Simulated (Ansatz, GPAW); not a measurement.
## Geometry or basis: what sets the conductance of ethane-1,2-diamine between two Ir chains

Wanted: T(E) of ethane-1,2-diamine between two Ir chains at a relaxed geometry in two programs, beside the unrelaxed structure.

Calculated with GPAW 26.7.0 and Ansatz 0.2.0; Ansatz plane waves; relaxation of the junction with the lead ends held; PAW set soft_1, in the first sound run; inputs show where later runs differ.

## Step 1: Set-up

The cell holds 28 atoms: 16 Ir, 2 N, 8 H and 2 C. Its edges and angles: a = 9.075 Å, b = 9.000 Å, c = 41.924 Å, α = 90.0°, β = 90.0°, γ = 90.0°. Regions: left lead, 8 atoms (8 Ir); channel, 12 atoms (2 N, 8 H and 2 C); right lead, 8 atoms (8 Ir). Vacuum lies along a and b. The structure is stacked along c, and the current runs across the ab planes.

## Step 2: Relaxation

Transmission follows bond lengths closely, so the atoms between the held lead ends are relaxed first, from a slightly shaken start that lets symmetry break.

File input.yaml:

```yaml
crystal:
  lattice:
    - [9.0750278156, 0.0, 0.0]
    - [0.0, 9.0, 0.0]
    - [0.0, 0.0, 41.9236351624]
  atoms:
    - { symbol: Ir, position: [0.5, 0.5, 0.0274308274] }
    - { symbol: Ir, position: [0.5, 0.5, 0.0822924822] }
    - { symbol: Ir, position: [0.5, 0.5, 0.137154137] }
    - { symbol: Ir, position: [0.5, 0.5, 0.1920157918] }
    - { symbol: Ir, position: [0.5, 0.5, 0.2468774466] }
    - { symbol: Ir, position: [0.5, 0.5, 0.3017391014] }
    - { symbol: Ir, position: [0.4960104271, 0.5004378597, 0.3564354577] }
    - { symbol: Ir, position: [0.4982670633, 0.5009711253, 0.4121267472] }
    - { symbol: "N", position: [0.4249427464, 0.4960641929, 0.4581312138] }
    - { symbol: H, position: [0.3566037242, 0.5937202857, 0.4600031229] }
    - { symbol: H, position: [0.360457955, 0.4057244283, 0.4614683685] }
    - { symbol: H, position: [0.6028823179, 0.5960415282, 0.4806629944] }
    - { symbol: H, position: [0.613281069, 0.4018277433, 0.4805650093] }
    - { symbol: C, position: [0.527637302, 0.5030560342, 0.4830559118] }
    - { symbol: C, position: [0.467224535, 0.5058011887, 0.5155331482] }
    - { symbol: H, position: [0.3933446783, 0.6020120543, 0.5205923282] }
    - { symbol: H, position: [0.3956958118, 0.3987503022, 0.5190087502] }
    - { symbol: H, position: [0.6393966193, 0.4103277667, 0.5401093333] }
    - { symbol: H, position: [0.642459307, 0.5909081446, 0.5400128952] }
    - { symbol: "N", position: [0.5724123594, 0.5001010384, 0.5407242763] }
    - { symbol: Ir, position: [0.4972105989, 0.5025309486, 0.588886554] }
    - { symbol: Ir, position: [0.5042368716, 0.4946710963, 0.6439512173] }
    - { symbol: Ir, position: [0.5, 0.5, 0.6982608986] }
    - { symbol: Ir, position: [0.5, 0.5, 0.7531225534] }
    - { symbol: Ir, position: [0.5, 0.5, 0.8079842082] }
    - { symbol: Ir, position: [0.5, 0.5, 0.862845863] }
    - { symbol: Ir, position: [0.5, 0.5, 0.9177075178] }
    - { symbol: Ir, position: [0.5, 0.5, 0.9725691726] }
kpoints:
  mp_grid: { grid: [1, 1, 2] }
hamiltonian:
  xc: pbe
  pseudopotentials: { kind: paw, azcp: { folder: soft_1 } }
scf:
  occupations: { method: fermi_dirac, width: 0.1 }
relax:
  f_tol: 0.03
  max_steps: 80
  constraints: [{ sites: [0, 1, 2, 3, 4, 5, 22, 23, 24, 25, 26, 27] }]
```

Run with:

```
> ansatz run input.yaml --threads 4 --pin off --max-ram 8192MiB --backend cpu --events-out ev --progress --plain --runs-dir out
```

Numbers of over 12 decimals in the logs are rounded to 6 here.

Output:

```text
Engine: ansatz 0.2.0, aarch64-unknown-linux-gnu
Pseudopotentials: kind: paw
Pseudopotential: Ir, paw, valence charge 17, recommended cutoff 420 eV (normal), soft_1/Ir.paw.azcp
Pseudopotential: N, paw, valence charge 5, recommended cutoff 420 eV (normal), soft_1/N.paw.azcp
Pseudopotential: H, paw, valence charge 1, recommended cutoff 420 eV (normal), soft_1/H.paw.azcp
Pseudopotential: C, paw, valence charge 4, recommended cutoff 420 eV (normal), soft_1/C.paw.azcp
Functional definition: PBE
  parameter kappa = 0.804
  parameter beta = 0.066725
  exchange = pbe_x(kappa = kappa, mu = beta*pi^2/3)
  correlation = pbe_c(beta = beta)
Crystal: 28 atoms, lattice volume = 3424.123 Å³
Basis set: ecut = 420 eV, 66853 PW (Γ), exchange–correlation on 128×128×576 points (8 copies of the dense FFT grid, shifted against one another)
Bands: 179, of which v1, the nominal top of the filled ones, is band 149 counted from 1 (148 counted from 0)
Symmetry: 1 space group operations
Space group: P1 (ITA 1), of the structure as read, at distance tolerance 1.5e-4 Å
k-points: 2
Non-local potential: Ir, projectors of the file, l = 0: 3, l = 1: 2, l = 2: 2, l = 3: 1
Non-local potential: N, projectors of the file, l = 0: 2, l = 1: 2, l = 2: 1
Non-local potential: H, projectors of the file, l = 0: 2, l = 1: 1
Non-local potential: C, projectors of the file, l = 0: 2, l = 1: 2, l = 2: 1
PAW form: soft (Blöchl's): semilocal exchange-correlation on the pseudo side does not see the compensation charge
PAW one-centre angular grid: Ir, 590 points (default); XC on 64 Gauss nodes
PAW one-centre angular grid: N, 110 points (default); XC on 64 Gauss nodes
PAW one-centre angular grid: H, 110 points (default); XC on 64 Gauss nodes
PAW one-centre angular grid: C, 110 points (default); XC on 64 Gauss nodes
Initial density: superposition of atomic densities (neutral atoms: chi_scale 0, normalization atom)
Initial wavefunctions: pseudopotential atomic-orbital guess
Functional: x = pbe(κ = 0.804, μ = 0.219515), c = pbe(β = 0.066725)
SCF iter   1: F=—  HF=-192335.191069 eV  |F-HF|=—  |Δ(HF+E_count)|=         —  Δρ=2.93e-2  dr2=3.02e1  ethr=3.10e-3  ⟨swp⟩=6.0  Hψ=1375  notcnv=0  defer=6
preconditioner: auto → LDOS  [metal: Δε(μ)=0.083 eV  Ē_g=4.972 eV  σ=0.100 eV  W_gap=0.20  n_scr=364 (ndim 8)  ℏωp=8.2 eV  f_vac=0.741  D(μ)=45.08/eV (n_scr^D=192)  β→1.0]
SCF iter   2: F=—  HF=-192330.437057 eV  |F-HF|=—  |Δ(HF+E_count)|=    4.75e0  Δρ=2.18e-2  dr2=1.69e1  ethr=3.10e-3  ⟨swp⟩=6.5  Hψ=1306  notcnv=0  defer=8
SCF iter   3: F=—  HF=-192326.316807 eV  |F-HF|=—  |Δ(HF+E_count)|=    4.12e0  Δρ=4.33e-3  dr2=1.16e0  ethr=3.10e-3  ⟨swp⟩=4.0  Hψ=877  notcnv=0  defer=2
SCF iter   4: F=—  HF=-192326.151988 eV  |F-HF|=—  |Δ(HF+E_count)|=   1.65e-1  Δρ=1.93e-3  dr2=2.08e-1  ethr=3.91e-4  ⟨swp⟩=3.5  Hψ=640  notcnv=0  defer=5
SCF iter   5: F=—  HF=-192326.128368 eV  |F-HF|=—  |Δ(HF+E_count)|=   2.36e-2  Δρ=7.62e-4  dr2=4.32e-2  ethr=6.99e-5  ⟨swp⟩=2.5  Hψ=627  notcnv=0  defer=5
SCF iter   6: F=—  HF=-192326.127947 eV  |F-HF|=—  |Δ(HF+E_count)|=   4.21e-4  Δρ=3.55e-4  dr2=8.21e-3  ethr=1.45e-5  ⟨swp⟩=2.0  Hψ=510  notcnv=0  defer=5
SCF iter   7: F=—  HF=-192326.129354 eV  |F-HF|=—  |Δ(HF+E_count)|=   1.41e-3  Δρ=1.73e-4  dr2=2.69e-3  ethr=2.76e-6  ⟨swp⟩=2.0  Hψ=524  notcnv=0  defer=5
SCF iter   8: F=—  HF=-192326.129276 eV  |F-HF|=—  |Δ(HF+E_count)|=   7.83e-5  Δρ=6.92e-5  dr2=4.31e-4  ethr=9.01e-7  ⟨swp⟩=1.0  Hψ=357  notcnv=0  defer=5
SCF iter   9: F=—  HF=-192326.129280 eV  |F-HF|=—  |Δ(HF+E_count)|=   3.73e-6  Δρ=3.88e-5  dr2=1.18e-4  ethr=1.45e-7  ⟨swp⟩=2.0  Hψ=376  notcnv=0  defer=5
SCF iter  10: F=-192326.129258 eV  HF=-192326.129273 eV  |F-HF|=1.48e-5  |Δ(HF+E_count)|=   6.93e-6  Δρ=1.55e-5  dr2=1.80e-5  ethr=7.55e-9  ⟨swp⟩=3.0  Hψ=1239  notcnv=0
SCF 1 converged in 10 iterations: F = -192326.129258 eV  dr2 = 1.80e-5
  greatest PAW one-centre occupation: 1.000 electrons in one spin orbital (limit 2), on the Ir atom at site 6 (counted from 0), in its partial waves of l = 0
relax step   1: F+E_penalty+E_count = -192326.12925808 eV  Δ(F+E_penalty+E_count) = +0.000e0 eV  max|allowed force component| = 4.522e0 eV/Å  Δτ_max = 0.0000 Å  (10 SCF iters, dr2 threshold 2.25e-5 eV, accepted)
Initial density: handed on by an earlier stage of this run
Initial wavefunctions: those handed on with the density
iter 1 solved again at ethr=1.41e-3 eV; its pass at ethr=3.10e-3 eV (dr2=4.19e0 eV) is discarded
SCF iter   1: F=—  HF=-192327.095837 eV  |F-HF|=—  |Δ(HF+E_count)|=         —  Δρ=6.18e-3  dr2=4.16e0  ethr=1.41e-3  ⟨swp⟩=1.0  Hψ=1479  notcnv=0  defer=5
preconditioner: auto → LDOS  [metal: Δε(μ)=0.032 eV  Ē_g=4.524 eV  σ=0.100 eV  W_gap=0.08  n_scr=364 (ndim 8)  ℏωp=8.2 eV  f_vac=0.761  D(μ)=56.51/eV (n_scr^D=314)  β→1.0]
SCF iter   2: F=—  HF=-192327.046078 eV  |F-HF|=—  |Δ(HF+E_count)|=   4.98e-2  Δρ=3.40e-3  dr2=4.88e-1  ethr=1.39e-3  ⟨swp⟩=2.0  Hψ=582  notcnv=0  defer=5
SCF iter   3: F=—  HF=-192326.993390 eV  |F-HF|=—  |Δ(HF+E_count)|=   5.27e-2  Δρ=2.24e-3  dr2=3.26e-1  ethr=1.64e-4  ⟨swp⟩=2.0  Hψ=736  notcnv=0  defer=5
SCF iter   4: F=—  HF=-192326.951596 eV  |F-HF|=—  |Δ(HF+E_count)|=   4.18e-2  Δρ=3.19e-4  dr2=1.10e-2  ethr=1.09e-4  ⟨swp⟩=2.0  Hψ=568  notcnv=0  defer=5
SCF iter   5: F=—  HF=-192326.952714 eV  |F-HF|=—  |Δ(HF+E_count)|=   1.12e-3  Δρ=2.19e-4  dr2=4.26e-3  ethr=3.68e-6  ⟨swp⟩=2.0  Hψ=358  notcnv=0  defer=5
SCF iter   6: F=—  HF=-192326.952625 eV  |F-HF|=—  |Δ(HF+E_count)|=   8.85e-5  Δρ=1.26e-4  dr2=1.55e-3  ethr=1.43e-6  ⟨swp⟩=2.0  Hψ=370  notcnv=0  defer=5
SCF iter   7: F=—  HF=-192326.952560 eV  |F-HF|=—  |Δ(HF+E_count)|=   6.54e-5  Δρ=5.97e-5  dr2=2.43e-4  ethr=5.21e-7  ⟨swp⟩=2.0  Hψ=400  notcnv=0  defer=5
SCF iter   8: F=-192326.952513 eV  HF=-192326.952555 eV  |F-HF|=4.21e-5  |Δ(HF+E_count)|=   4.69e-6  Δρ=2.73e-5  dr2=5.68e-5  ethr=3.36e-8  ⟨swp⟩=3.0  Hψ=1186  notcnv=0
SCF 2 converged in 8 iterations: F = -192326.952513 eV  dr2 = 5.68e-5
relax step   2: F+E_penalty+E_count = -192326.95251281 eV  Δ(F+E_penalty+E_count) = -8.233e-1 eV  max|allowed force component| = 2.002e0 eV/Å  Δτ_max = 0.1945 Å  (8 SCF iters, dr2 threshold 1.00e-4 eV, accepted)
iter 1 solved again at ethr=2.24e-4 eV; its pass at ethr=3.10e-3 eV (dr2=6.68e-1 eV) is discarded
SCF iter   1: F=—  HF=-192327.486604 eV  |F-HF|=—  |Δ(HF+E_count)|=         —  Δρ=4.86e-3  dr2=4.56e-1  ethr=2.24e-4  ⟨swp⟩=2.5  Hψ=1176  notcnv=0  defer=3
preconditioner: auto → LDOS  [metal: Δε(μ)=0.038 eV  Ē_g=4.506 eV  σ=0.100 eV  W_gap=0.09  n_scr=364 (ndim 8)  ℏωp=8.2 eV  f_vac=0.761  D(μ)=53.62/eV (n_scr^D=306)  β→1.0]
[...]
relax step  15: F+E_penalty+E_count = -192328.23574548 eV  Δ(F+E_penalty+E_count) = -7.873e-3 eV  max|allowed force component| = 1.530e-1 eV/Å  Δτ_max = 0.0812 Å  (7 SCF iters, dr2 threshold 3.09e-5 eV, accepted)
relax step  16: F+E_penalty+E_count = -192328.24744175 eV  Δ(F+E_penalty+E_count) = -1.170e-2 eV  max|allowed force component| = 1.192e-1 eV/Å  Δτ_max = 0.1946 Å  (9 SCF iters, dr2 threshold 1.18e-5 eV, accepted)
relax step  17: F+E_penalty+E_count = -192328.25242289 eV  Δ(F+E_penalty+E_count) = -4.981e-3 eV  max|allowed force component| = 2.188e-1 eV/Å  Δτ_max = 0.1950 Å  (9 SCF iters, dr2 threshold 7.17e-6 eV, accepted)
relax step  18: F+E_penalty+E_count = -192328.25852224 eV  Δ(F+E_penalty+E_count) = -6.099e-3 eV  max|allowed force component| = 1.161e-1 eV/Å  Δτ_max = 0.0407 Å  (6 SCF iters, dr2 threshold 2.91e-5 eV, accepted)
relax step  19: F+E_penalty+E_count = -192328.26398191 eV  Δ(F+E_penalty+E_count) = -5.460e-3 eV  max|allowed force component| = 6.300e-2 eV/Å  Δτ_max = 0.0959 Å  (8 SCF iters, dr2 threshold 3.80e-6 eV, accepted)
relax step  20: F+E_penalty+E_count = -192328.26750613 eV  Δ(F+E_penalty+E_count) = -3.524e-3 eV  max|allowed force component| = 1.290e-1 eV/Å  Δτ_max = 0.1660 Å  (10 SCF iters, dr2 threshold 1.12e-6 eV, accepted)
relax step  21: F+E_penalty+E_count = -192328.26845947 eV  Δ(F+E_penalty+E_count) = -9.533e-4 eV  max|allowed force component| = 8.150e-2 eV/Å  Δτ_max = 0.0711 Å  (8 SCF iters, dr2 threshold 4.90e-6 eV, accepted)
relax step  22: F+E_penalty+E_count = -192328.26979153 eV  Δ(F+E_penalty+E_count) = -1.332e-3 eV  max|allowed force component| = 3.609e-2 eV/Å  Δτ_max = 0.0404 Å  (8 SCF iters, dr2 threshold 2.65e-6 eV, accepted)
SCF iter   1: F=—  HF=-192328.269467 eV  |F-HF|=—  |Δ(HF+E_count)|=         —  Δρ=6.56e-4  dr2=8.63e-3  ethr=3.25e-5  ⟨swp⟩=3.0  Hψ=663  notcnv=0  defer=3
preconditioner: auto → LDOS  [metal: Δε(μ)=0.032 eV  Ē_g=4.444 eV  σ=0.100 eV  W_gap=0.08  n_scr=364 (ndim 8)  ℏωp=8.2 eV  f_vac=0.759  D(μ)=50.49/eV (n_scr^D=264)  β→1.0]
SCF iter   2: F=—  HF=-192328.269332 eV  |F-HF|=—  |Δ(HF+E_count)|=   1.35e-4  Δρ=1.93e-4  dr2=2.10e-3  ethr=2.90e-6  ⟨swp⟩=3.0  Hψ=505  notcnv=0  defer=3
SCF iter   3: F=—  HF=-192328.268695 eV  |F-HF|=—  |Δ(HF+E_count)|=   6.37e-4  Δρ=7.87e-5  dr2=3.92e-4  ethr=7.04e-7  ⟨swp⟩=3.0  Hψ=548  notcnv=0  defer=3
SCF iter   4: F=—  HF=-192328.268623 eV  |F-HF|=—  |Δ(HF+E_count)|=   7.23e-5  Δρ=2.75e-5  dr2=3.66e-5  ethr=1.32e-7  ⟨swp⟩=2.0  Hψ=497  notcnv=0  defer=3
SCF iter   5: F=—  HF=-192328.270118 eV  |F-HF|=—  |Δ(HF+E_count)|=   1.50e-3  Δρ=1.52e-5  dr2=1.99e-5  ethr=1.23e-8  ⟨swp⟩=3.0  Hψ=414  notcnv=0  defer=3
SCF iter   6: F=—  HF=-192328.270118 eV  |F-HF|=—  |Δ(HF+E_count)|=   4.50e-8  Δρ=8.38e-6  dr2=6.78e-6  ethr=6.69e-9  ⟨swp⟩=1.0  Hψ=355  notcnv=0  defer=3
SCF iter   7: F=—  HF=-192328.270118 eV  |F-HF|=—  |Δ(HF+E_count)|=   1.36e-7  Δρ=3.21e-6  dr2=7.67e-7  ethr=2.28e-9  ⟨swp⟩=1.0  Hψ=355  notcnv=0  defer=3
SCF iter   8: F=-192328.270118 eV  HF=-192328.270118 eV  |F-HF|=3.18e-8  |Δ(HF+E_count)|=   5.43e-8  Δρ=1.00e-6  dr2=6.61e-8  ethr=3.36e-11  ⟨swp⟩=3.5  Hψ=1203  notcnv=0
SCF 23 converged in 8 iterations: F = -192328.270118 eV  dr2 = 6.61e-8
relax step  23: F+E_penalty+E_count = -192328.27011790 eV  Δ(F+E_penalty+E_count) = -3.264e-4 eV  max|allowed force component| = 2.157e-2 eV/Å  Δτ_max = 0.0155 Å  (8 SCF iters, accepted)
SCF converged after 8 iterations
Free energy (F): -192328.270118 eV
Harris-Foulkes:  -192328.270118 eV  (|F-HF|=3.18e-8)
Internal energy: -192326.661406 eV  (E = F + TS)
E sigma→0 (E₀):  -192327.465762 eV
Entropy (-TS):   -1.608712 eV (-57.454 meV/atom)
Fermi energy:    -2.948924 eV
--- Per-component energies (eV) ---
  E_band       = -9001.244049
  E_kinetic    = 9147.828015
  E_local      = -90870.753471  (includes V_loc(G=0)·N_el)
  E_nonlocal   = 3204.876390
  E_hartree    = 39232.007345
  E_xc         = -3898.868323
  E_vxc        = -4366.930888  (∫ρ·V_xc dr)
  E_paw        = -148720.662115  (= ΣΔE_a)
  E_vpaw       = -4580.273283  (= ΣTr[D̂ρ^β])
  E_aug_tail   = -0.001016  (compensation charges beyond the density's cutoff)
  E_ewald      = -421.088231
  E_smearing   = -1.608712  (= −TS)
  E_closure    = 0.000000  (closes the sum)
  Σ components = -192328.270118   (vs F -192328.270118, Δ=0.00e0)
--- Forces (eV/Å), atoms counted from 1 ---
  atom   1  Ir     0.03098518     0.02763432    -0.03945403
  atom   2  Ir    -0.03899468     0.02144736    -0.09340435
  atom   3  Ir     0.04244641    -0.01999371     0.01789440
  atom   4  Ir    -0.02510848     0.00730723     0.25098406
  atom   5  Ir    -0.16304090    -0.51978895    -0.20599487
  atom   6  Ir     0.20311277     0.47188920     0.55446528
  atom   7  Ir     0.00001003     0.01475778    -0.02156680
  atom   8  Ir     0.00191549     0.00047247    -0.01040831
  atom   9  N     -0.01136527    -0.00203891     0.01248692
  atom  10  H      0.00534647    -0.00961100     0.00051432
  atom  11  H      0.01229523     0.00994901     0.00124458
  atom  12  H      0.00565741     0.00050456     0.00098471
  atom  13  H      0.00273528    -0.00217960     0.00198865
  atom  14  C     -0.01814180     0.00054956    -0.01701332
  atom  15  C      0.01832043    -0.00055125     0.01328848
  atom  16  H     -0.00417086    -0.00062094    -0.00055585
  atom  17  H     -0.00442350    -0.00386063    -0.00144163
  atom  18  H     -0.01310420     0.01664705    -0.00305506
  atom  19  H     -0.00912216    -0.01127449     0.00131787
  atom  20  N      0.01714424    -0.00743811    -0.00730072
  atom  21  Ir    -0.00125439     0.00318220     0.00778037
  atom  22  Ir     0.00371148    -0.00742144    -0.01034626
  atom  23  Ir    -0.20965858     0.49382206    -0.52764456
  atom  24  Ir     0.16399975    -0.51994850     0.20868021
  atom  25  Ir     0.02514800     0.00729573    -0.24685575
  atom  26  Ir    -0.04234239    -0.01994099    -0.01894278
  atom  27  Ir     0.03892150     0.02137365     0.09163089
  atom  28  Ir    -0.03105455     0.02767148     0.04066879
  max |Σ_I F_I| component: 1.65e-4 eV/Å
--- Relaxed structure (23 steps of the walk, 23 accepted, 0 SCFs on fresh bases) ---
  F+E_penalty+E_count = -192328.27011790 eV   max|allowed force component| = 2.157e-2 eV/Å
  atoms:
    - { symbol: Ir, position: [0.5, 0.5, 0.0274308274] }
    - { symbol: Ir, position: [0.5, 0.5, 0.0822924822] }
    - { symbol: Ir, position: [0.5, 0.5, 0.137154137] }
    - { symbol: Ir, position: [0.5, 0.5, 0.1920157918] }
    - { symbol: Ir, position: [0.5, 0.5, 0.246877] }
    - { symbol: Ir, position: [0.5, 0.5, 0.3017391014] }
    - { symbol: Ir, position: [0.454304, 0.361921, 0.347356] }
    - { symbol: Ir, position: [0.492965, 0.422558, 0.399021] }
    - { symbol: N, position: [0.443569, 0.402937, 0.454716] }
    - { symbol: H, position: [0.370608, 0.489830, 0.456142] }
    - { symbol: H, position: [0.380618, 0.308428, 0.453996] }
    - { symbol: H, position: [0.614890, 0.497945, 0.481915] }
    - { symbol: H, position: [0.609999, 0.301565, 0.482131] }
    - { symbol: C, position: [0.541041, 0.401574, 0.483732] }
    - { symbol: C, position: [0.458400, 0.405386, 0.516427] }
    - { symbol: H, position: [0.392866, 0.507725, 0.518163] }
    - { symbol: H, position: [0.381335, 0.311624, 0.518103] }
    - { symbol: H, position: [0.610724, 0.299557, 0.546212] }
    - { symbol: H, position: [0.635448, 0.479539, 0.543992] }
    - { symbol: N, position: [0.555676, 0.398969, 0.545443] }
    - { symbol: Ir, position: [0.507251, 0.422611, 0.601016] }
    - { symbol: Ir, position: [0.545926, 0.362137, 0.652697] }
    - { symbol: Ir, position: [0.5, 0.5, 0.6982608986] }
    - { symbol: Ir, position: [0.5, 0.5, 0.7531225534] }
    - { symbol: Ir, position: [0.5, 0.5, 0.807984] }
    - { symbol: Ir, position: [0.5, 0.5, 0.862846] }
    - { symbol: Ir, position: [0.5, 0.5, 0.9177075178] }
    - { symbol: Ir, position: [0.5, 0.5, 0.972569] }
```

Elapsed: 8.4 min, on 4 threads of Arm Neoverse V1, shared host; peak memory 5.4 GiB; 33 min of CPU time.

Relaxation path (22 of 23):

```
step  energy less that of the first step (eV)  largest force component (eV/Å)
   1                                   0.0000                          4.5218
   2                                  -0.8233                          2.0018
   3                                  -1.2846                          0.6930
   4                                  -1.5452                          0.4847
   5                                  -1.7789                          0.4429
   6                                  -1.9617                          0.2037
   7                                  -2.0502                          0.1565
   8                                  -2.0747                          0.1734
   9                                  -2.0799                          0.1031
  10                                  -2.0811                          0.1020
  11                                  -2.0833                          0.1426
  13                                  -2.0901                          0.2643
  14                                  -2.0986                          0.2155
  15                                  -2.1065                          0.1530
  16                                  -2.1182                          0.1192
  17                                  -2.1232                          0.2188
  18                                  -2.1293                          0.1161
  19                                  -2.1347                          0.0630
  20                                  -2.1382                          0.1290
  21                                  -2.1392                          0.0815
  22                                  -2.1405                          0.0361
  23                                  -2.1409                          0.0216
```

The atoms that moved most (Å):

```
atom      dx      dy      dz  length
 Ir7  -0.378  -1.247  -0.381   1.357
Ir22   0.378  -1.193   0.367   1.304
 H18  -0.260  -0.997   0.256   1.062
 H19  -0.064  -1.002   0.167   1.018
 H10   0.127  -0.935  -0.162   0.957
 H11   0.183  -0.876  -0.313   0.948
 N20  -0.152  -0.910   0.198   0.944
 C14   0.122  -0.913   0.028   0.922
```

Numbers from this step:

```yaml
free_energy: -192328.2701 eV
smearing_term_ts: 1.609 eV
symmetry_operations: 1
```

The relaxation lowered the energy of the cell by 2.14 eV.

(Continued in part 2 of 4.)

[Logs are printed without paths, hosts, clocks, repeated set-up lines and the standing remarks that a program may print on its own settings, such as how far it seeks lower states.]

[Hosts, paths, dates, database ids (printed as entryN), source tags and the programs' standing remarks are cut or masked in the printed files.]
